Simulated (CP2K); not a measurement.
Runs of CP2K 2026.2 on Sb. Symmetry: R-3m, No. 166, trigonal system. Conventional cell: a = 4.308 Å, b = 4.308 Å, c = 11.274 Å, α = 90.00°, β = 90.00°, γ = 120.00°. Around Sb (site symmetry 3m) lie 3 Sb at 2.91 Å. 

```tsv
task	level	potentials or basis	cell	k mesh	smearing	EPS_DEFAULT	NGRIDS	EXTRAPOLATION	basis sets	potentials	gap on the mesh (eV)	pressure (GPa)	largest force (eV/Å)
relaxation of cell and atoms	PBE	POTENTIAL_UZH Sb GTH-PBE-q5; TZVP-MOLOPT-PBE-GTH basis	relaxed	6 × 6 × 6	fermi-dirac 0.0259 eV	1.0E-9	4	USE_PREV_P	Sb TZVP-MOLOPT-PBE-GTH-q5	Sb GTH-PBE-q5 of POTENTIAL_UZH	none	0.0	-
band structure	LDA	GTH_POTENTIALS Sb GTH-PADE-q5; TZVP-MOLOPT-PBE-GTH basis	as given	8 × 8 × 8	fermi-dirac 0.1 eV	1.0E-9	5	-	Sb TZVP-MOLOPT-PBE-GTH-q5	Sb GTH-PADE-q5 of GTH_POTENTIALS	none	-0.9	0.01
band structure	PBEsol	POTENTIAL_UZH Sb GTH-PBE-q5; TZVP-MOLOPT-PBE-GTH basis	as given	8 × 8 × 8	fermi-dirac 0.0259 eV	1.0E-10	5	-	Sb TZVP-MOLOPT-PBE-GTH-q5	Sb GTH-PBE-q5 of POTENTIAL_UZH	none	2.5	0.31
band structure	TB-mBJ	POTENTIAL_UZH Sb GTH-PBE-q5; TZVP-MOLOPT-PBE-GTH basis	as given	8 × 8 × 8	fermi-dirac 0.05 eV	1.0E-10	5	-	Sb TZVP-MOLOPT-PBE-GTH-q5	Sb GTH-PBE-q5 of POTENTIAL_UZH	none	-	-
single point	PBEsol	POTENTIAL_UZH Sb GTH-PBE-q5; TZVP-MOLOPT-PBE-GTH basis	as given	8 × 8 × 8	fermi-dirac 0.05 eV	1.0E-10	4	-	Sb TZVP-MOLOPT-PBE-GTH-q5	Sb GTH-PBE-q5 of POTENTIAL_UZH	none	2.5	0.32
band structure	r2SCAN	POTENTIAL_UZH Sb GTH-SCAN-q5; TZVP-MOLOPT-SCAN-GTH basis	as given	8 × 8 × 8	fermi-dirac 0.05 eV	1.0E-9	5	-	Sb TZVP-MOLOPT-SCAN-GTH-q5	Sb GTH-SCAN-q5 of POTENTIAL_UZH	none	0.7	0.09
band structure	PBE	POTENTIAL_UZH Sb GTH-PBE-q5; TZVP-MOLOPT-PBE-GTH basis	as given	8 × 8 × 8	fermi-dirac 0.05 eV	1.0E-9	4	-	Sb TZVP-MOLOPT-PBE-GTH-q5	Sb GTH-PBE-q5 of POTENTIAL_UZH	none	3.6	0.22
band structure	r2SCAN	POTENTIAL_UZH Sb GTH-SCAN-q5; TZVP-MOLOPT-SCAN-GTH basis	as given	8 × 8 × 8	fermi-dirac 0.1 eV	1.0E-9	4	-	Sb TZVP-MOLOPT-SCAN-GTH-q5	Sb GTH-SCAN-q5 of POTENTIAL_UZH	none	0.7	(b)
band structure	LDA	GTH_POTENTIALS Sb GTH-PADE-q5; TZVP-MOLOPT-PBE-GTH basis	as given	8 × 8 × 8	fermi-dirac 0.05 eV	1.0E-9	4	-	Sb TZVP-MOLOPT-PBE-GTH-q5	Sb GTH-PADE-q5 of GTH_POTENTIALS	none	-0.8	0.03
band structure	PBEsol	POTENTIAL_UZH Sb GTH-PBE-q5; TZVP-MOLOPT-PBE-GTH basis	as given	8 × 8 × 8	fermi-dirac 0.01 eV	1.0E-10	4	-	Sb TZVP-MOLOPT-PBE-GTH-q5	Sb GTH-PBE-q5 of POTENTIAL_UZH	none	2.5	(a)
band structure	PBE	POTENTIAL_UZH Sb GTH-PBE-q5; TZVP-MOLOPT-PBE-GTH basis	as given	8 × 8 × 8	fermi-dirac 0.05 eV	1.0E-10	5	-	Sb TZVP-MOLOPT-PBE-GTH-q5	Sb GTH-PBE-q5 of POTENTIAL_UZH	none	3.6	0.22
```

Alike in all rows: no spin polarisation.

Problem. Estimate the missing entries.

Solution. (a) 0.30; (b) 0.07.

Caveats: the basis of atomic orbitals isn't converged, which shifts pressures, moduli and gaps; the potentials were made for another functional, which shifts forces and pressure (some runs); the printed path begins after the first move (some runs); this is a model potential without an energy functional, so only levels have meaning (some runs).

A k mesh can miss the band edges, and the runs leave out spin-orbit coupling on Sb.

A gap of «none» marks a metal or a gap under the smearing width.

Not every run made on this cell is shown here.
